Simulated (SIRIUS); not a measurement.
## Rh: single point with BLYP

Rh:

```
Rh
1.0
     0.00000    1.89785    1.89785
     1.89785    0.00000    1.89785
     1.89785    1.89785    0.00000
Rh
1
Direct
  0.00000 0.00000 0.00000
```

```json
{
 "Program": "SIRIUS 7.10.0",
 "Task": "single point",
 "Functional": "BLYP",
 "Potentials or basis": "PseudoDojo 0.4.1 PBE standard (scalar relativistic)",
 "Cutoff": "1202 eV",
 "Density cutoff": "4809 eV",
 "k mesh": "12 × 12 × 12",
 "Occupations": "fermi-dirac, width 0.05 eV",
 "Spin": "no spin polarisation"
}
```

```
Pressure               : 21.8 GPa
Band gap on the k mesh : none (metal or under the smearing width)
```

Wall time 31 s on 1 thread of Arm Neoverse V2 (shared host), peak memory 0.29 GiB.

Caveat: the potentials were made for another functional, which shifts forces and pressure.
